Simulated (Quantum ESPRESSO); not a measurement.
Si, 2 atoms in the cell. The typed cell holds 2 atoms: a = 3.607 Å, b = 3.607 Å, c = 3.607 Å, α = 97.80°, β = 97.80°, γ = 136.76°. This isn't the form of Si at room conditions, which is diamond. The cell isn't the ideal one: atoms moved at random, drawn with an rms of 0.05 Å.

* Program: Quantum ESPRESSO 7.5
* Task: single point
* Functional: PBE
* Potentials or basis: SSSP 1.3 efficiency PBE
* Cutoff: 748 eV
* Density cutoff: 5987 eV
* k mesh: 11 × 11 × 11
* Occupations: fermi-dirac, width 0.05 eV
* Spin: no spin polarisation
* Mixing beta: 0.5
* Most SCF iterations: 120
* SCF threshold: 4e-10 Ry

Potentials or basis: SSSP 1.3 efficiency PBE.

Command:

```console
$ OMP_NUM_THREADS=1 pw.x -in pw.in > pw.out
```

Hardware: 1 thread of Arm Neoverse V2, on a shared host.

Task: How long does it take, and how much memory?

Result: Wall time 2 min on 1 thread of Arm Neoverse V2, with other jobs on the host, peak memory 0.26 GiB. Counts: scf iterations 6, k pools 1, bands 9, k points 666, g dense 31381.
